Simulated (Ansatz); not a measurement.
## Where the states of In lie

```cif
data_structure
_symmetry_space_group_name_H-M 'Fm-3m'
_symmetry_Int_Tables_number 225
_cell_length_a 4.7912
_cell_length_b 4.7912
_cell_length_c 4.7912
_cell_angle_alpha 90.000
_cell_angle_beta 90.000
_cell_angle_gamma 90.000
_cell_volume 109.99
loop_
_atom_site_label
_atom_site_type_symbol
_atom_site_symmetry_multiplicity
_atom_site_Wyckoff_symbol
_atom_site_fract_x
_atom_site_fract_y
_atom_site_fract_z
_atom_site_occupancy
In1 In 4 a 0.00000 0.00000 0.00000 1
```

The runs use the primitive cell with vectors (0.000, 2.396, 2.396), (2.396, 0.000, 2.396), (2.396, 2.396, 0.000) Å, to which the k mesh refers.

The structure comes from a relaxation in the same program, started in the fcc type, and has space group Fm-3m. Whether it is a known phase or the ground state wasn't checked.

No spin–orbit coupling, which matters for the heavy atoms here.

The calculation used DFT, PBE, all-electron LAPW, scalar-relativistic in Ansatz 0.2.0.

Sampling and basis: a Γ-centred 15×15×15 k mesh, Fermi–Dirac smearing of 0.05 eV, basis error target 0.5 meV/atom, no spin polarisation.

States per eV and cell, averaged over 0.4 eV, from -5.8 to 3.6 eV, with energies (bin centres) from the Fermi level; empty bins are left out. 

```json
{"E (eV)": "-5.7", "total": "0.31"}
{"E (eV)": "-5.3", "total": "0.33"}
{"E (eV)": "-4.9", "total": "0.36"}
{"E (eV)": "-4.5", "total": "0.42"}
{"E (eV)": "-4.1", "total": "0.44"}
{"E (eV)": "-3.7", "total": "0.40"}
{"E (eV)": "-3.3", "total": "0.34"}
{"E (eV)": "-2.9", "total": "0.35"}
{"E (eV)": "-2.5", "total": "0.42"}
{"E (eV)": "-2.1", "total": "0.35"}
{"E (eV)": "-1.7", "total": "0.27"}
{"E (eV)": "-1.3", "total": "0.38"}
{"E (eV)": "-0.9", "total": "0.59"}
{"E (eV)": "-0.5", "total": "0.55"}
{"E (eV)": "-0.1", "total": "0.44"}
{"E (eV)": "0.3", "total": "0.46"}
{"E (eV)": "0.7", "total": "0.53"}
{"E (eV)": "1.1", "total": "0.51"}
{"E (eV)": "1.5", "total": "0.51"}
{"E (eV)": "1.9", "total": "0.53"}
{"E (eV)": "2.3", "total": "0.57"}
{"E (eV)": "2.7", "total": "0.58"}
{"E (eV)": "3.1", "total": "0.60"}
{"E (eV)": "3.5", "total": "0.67"}
```
